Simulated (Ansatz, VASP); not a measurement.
# One calculation of MgI2, two programs

INCAR

```
SYSTEM = MgI2
PREC = Accurate ; ENCUT = 520
EDIFF = 1E-7 ; ISMEAR = 0
SIGMA = 0.05 ; LREAL = .FALSE.
LASPH = .TRUE. ; NELM = 80
ALGO = Normal ; ISIF = 2
LWAVE = .FALSE. ; LCHARG = .FALSE.
GGA = PE ; NBANDS = 15
```

The input KPOINTS:

```
Automatic mesh
0
G
  6 6 4
  0 0 0
```

POSCAR

```
MgI2
1.0
    4.2950988506      0.0000000000      0.0000000000
   -2.1475494253      3.7196647164      0.0000000000
    0.0000000000      0.0000000000      7.9749240755
Mg I
1 2
Direct
    0.0000000000      0.0000000000      0.0000000000
    0.3333333333      0.6666666667      0.7935475476
    0.6666666667      0.3333333333      0.2064524524
```

Input for Ansatz:

```yaml
crystal:
  lattice:
    - [4.2950988506, 0.0, 0.0]
    - [-2.1475494253, 3.7196647164, 0.0]
    - [0.0, 0.0, 7.9749240755]
  atoms:
    - { symbol: Mg, position: [0.0, 0.0, 0.0] }
    - { symbol: I, position: [0.3333333333, 0.6666666667, 0.7935475476] }
    - { symbol: I, position: [0.6666666667, 0.3333333333, 0.2064524524] }
basis:
  ecutwfc: 520.0
kpoints:
  mp_grid: { grid: [6, 6, 4] }
hamiltonian:
  xc: pbe
scf:
  occupations: { method: gaussian, width: 0.05 }
output:
  forces: true
  stress: true
  eigenvalues: true
```

Alike in both runs: task single point; functional PBE; k mesh 6 × 6 × 4; occupations gaussian, width 0.05 eV; no spin polarisation.

```csv
,VASP,Ansatz
version,VASP 6.6.1,Ansatz 0.2.0
potentials or method,"VASP PAW PBE potentials, release 64 (Mg, I)","scalar-relativistic, plane waves, PAW"
plane-wave cutoff (eV),520,520
valence electrons in the cell,16,44
```

Ansatz gave:

| Property | Result |
| --- | --- |
| gap on the k mesh at the Fermi level (eV) | 3.66 |
| least direct gap on the mesh (eV) | 3.66 |
| pressure (GPa) | -0.6 |
| largest component of the traceless stress (GPa) | 0.54 |
| rms of the force components (eV/Å) | 0.007 |

**Question.** What did VASP give for the same quantities?

**Answer.** gap on the k mesh at the Fermi level (eV): 3.65; least direct gap on the mesh (eV): 3.65; pressure (GPa): -0.7; largest component of the traceless stress (GPa): 0.55; rms of the force components (eV/Å): 0.012.

Atom by atom the forces differ by 0.004 eV/Å (rms over components). The two sets of potentials don't hold the same shells in valence.

Caveats: spin-orbit coupling is left out, which moves the levels of the heavy elements; this functional lacks dispersion, which binds the layers, so the pressure and a relaxed spacing across them are unreliable. A k mesh can miss the band edges.
